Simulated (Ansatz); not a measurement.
# TiSe: relaxation of cell and atoms with PBEsol+D3(BJ)

The system is TiSe.

```xyz
4
Lattice="4.1784 0.0000 0.0000 0.0000 4.1784 0.0000 0.0000 0.0000 5.9844" Properties=species:S:1:pos:R:3 pbc="T T T"
Se    0.0000    2.0892    4.5515
Se    2.0892    0.0000    1.4329
Ti    0.0000    0.0000    0.0000
Ti    2.0892    2.0892    0.0000
```

The cell comes from a database or a generator and needn't be the stable form of this composition.

- Program: Ansatz 0.2.0
- Task: relaxation of cell and atoms
- Functional: PBEsol
- Dispersion: D3(BJ)
- Potentials or basis: Ansatz PAW
- Cutoff: 420 eV (not typed: the program's choice for these potentials)
- k mesh: 7 × 7 × 5
- Occupations: fermi-dirac, width 0.05 eV
- Spin: no spin polarisation

```yaml
Relaxed_volume: 19.72 Å³/atom
Relaxed_cell: a = 4.093 Å, b = 4.093 Å, c = 4.709 Å, α = 90.00°, β = 90.00°, γ = 90.00°
Space_group_after_relaxing_to_0.05_Å: P4/nmm (No. 129)
Energy_gained_by_relaxing: 108.0 meV/atom
Ionic_steps: 9
Pressure_after_relaxing: 0.0 GPa
Band_gap_on_the_k_mesh: none (metal or under the smearing width)
```

The path:
```
step  energy change (eV)  largest force (eV/Å)  volume (Å³)
   1              0.0000                0.3228       104.48
   2             -0.2159                0.2411        92.22
   3             -0.3093                0.1859        87.00
   4             -0.3842                0.1275        83.16
   5             -0.4282                0.1042        79.72
   6             -0.4321                0.1334        78.46
   7             -0.4341                0.0138        78.84
   8             -0.4341                0.0010        78.90
   9             -0.4322                0.0009        78.90
```

Final structure:
```
Se Ti
1.0
     4.09329    0.00000    0.00000
     0.00000    4.09329    0.00000
     0.00000    0.00000    4.70877
Se Ti
2 2
Cartesian
  0.0000 2.0466 3.2843
  2.0466 0.0000 1.4244
  0.0000 0.0000 0.0000
  2.0466 2.0466 0.0000
```

Levels at points of the mesh, in eV from the Fermi level:
```tsv
k point	band 26	band 27	band 28	band 29	band 30	band 31
(0.00, 0.00, 0.00)	-3.15	-1.37	-0.20	0.32	1.35	1.77
```

Run time: 47 s on 2 threads of AMD EPYC 7R43 64-Core Processor (Zen 3), with other jobs on the host, peak memory 0.49 GiB.

Caveat: the volume moved by over 15 % at a fixed basis, so the end points are rough; the plane-wave basis is chosen anew once the cell has moved, so the energies of steps on either side of that aren't comparable; the PAW data sets come from PBE, with cores solved anew for the run's functional, which leaves a small shift of forces and pressure.
